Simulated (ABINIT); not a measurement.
A run of ABINIT 10.8.3 (patched build) is set up as follows.

run.abi

```
ndtset 2

pp_dirpath "./"
pseudos "Ga.GGA_PBE-JTH.xml, N.GGA_PBE-JTH.xml"

acell 6.0224269985 6.0224269985 6.0224269985
rprim
     0.0000000000     0.7071067812     0.7071067812
     0.7071067812     0.0000000000     0.7071067812
     0.7071067812     0.7071067812     0.0000000000
ntypat 2
znucl 31 7
natom 2
typat 1 2
xcart
     0.0000000000     0.0000000000     0.0000000000
     2.1292494849     2.1292494849     2.1292494849

ecut 26.0
pawecutdg 48.0
pawxcdev 0

ixc 11

occopt 3
tsmear 0.05 eV

nstep 100

iomode 3
prtwf 0
prteig 0
prtebands 0
enunit 1
prtden1 1

kptopt1 1
ngkpt1 10 10 10
nshiftk1 1
shiftk1 0.0 0.0 0.0
nband1 13
tolvrs1 1.0e-9

iscf2 -2
getden2 1
nband2 19
nbdbuf2 4
tolwfr2 1.0e-11
kptopt2 -9
ndivsm2 8
prteig2 1
kptbounds2
     0.0000000000     0.0000000000     0.0000000000
     0.5000000000     0.0000000000     0.5000000000
     0.5000000000     0.2500000000     0.7500000000
     0.3750000000     0.3750000000     0.7500000000
     0.0000000000     0.0000000000     0.0000000000
     0.5000000000     0.5000000000     0.5000000000
     0.6250000000     0.2500000000     0.6250000000
     0.5000000000     0.2500000000     0.7500000000
     0.5000000000     0.5000000000     0.5000000000
     0.3750000000     0.3750000000     0.7500000000
```

Potentials or basis: JTH PAW PBE v2.0.

The run is started by

```bash
$ abinit run.abi > log 2>&1
```

Q: Estimate the pressure.

A: 5.5 GPa.

Q: What does it give for the band gap on the k mesh?

A: 1.71 eV, direct.

Q: Predict the band gap along the path.

A: 1.71 eV, direct.

Levels at the corners of the path, in eV from the valence-band top:
| point | band 5 | band 6 | band 7 | band 8 | band 9 | band 10 | band 11 | band 12 | band 13 | band 14 |
| --- | --- | --- | --- | --- | --- | --- | --- | --- | --- | --- |
| Γ | -13.14 | -13.14 | 0.00 | 0.00 | 0.00 | 1.71 | 10.30 | 10.30 | 10.30 | 17.60 |
| X | -13.06 | -11.46 | -6.12 | -2.71 | -2.71 | 3.34 | 6.65 | 11.70 | 13.95 | 13.95 |
| W | -13.12 | -11.18 | -5.70 | -3.69 | -3.64 | 6.21 | 8.37 | 10.26 | 11.11 | 15.25 |
| K | -13.10 | -11.30 | -5.87 | -4.25 | -2.17 | 4.99 | 7.85 | 11.06 | 12.83 | 13.59 |
| Γ | -13.14 | -13.14 | 0.00 | 0.00 | 0.00 | 1.71 | 10.30 | 10.30 | 10.30 | 17.60 |
| L | -13.09 | -11.89 | -7.04 | -0.97 | -0.97 | 4.63 | 8.72 | 10.35 | 10.35 | 15.62 |
| U | -13.10 | -11.30 | -5.87 | -4.25 | -2.17 | 4.99 | 7.85 | 11.06 | 12.83 | 13.59 |
| W | -13.12 | -11.18 | -5.70 | -3.69 | -3.64 | 6.21 | 8.37 | 10.26 | 11.11 | 15.25 |
| L | -13.09 | -11.89 | -7.04 | -0.97 | -0.97 | 4.63 | 8.72 | 10.35 | 10.35 | 15.62 |
| K | -13.10 | -11.30 | -5.87 | -4.25 | -2.17 | 4.99 | 7.85 | 11.06 | 12.83 | 13.59 |

**Experimental background.**

A printed reference work, textbook reports, for a bulk crystal of GaN at 0 K: band gap 3.299 eV (direct).

Measured gap of GaN: 3.299 eV (direct; 0 K; a printed reference work, textbook). This calculation gives 1.71 eV (-1.59 eV). Spin-orbit coupling on Ga is left out. The value is that of PBE, without temperature or zero-point motion. Semilocal functionals fall short of measured gaps as a rule. The cell is a database's relaxed one, not the measured one, which moves gaps too.
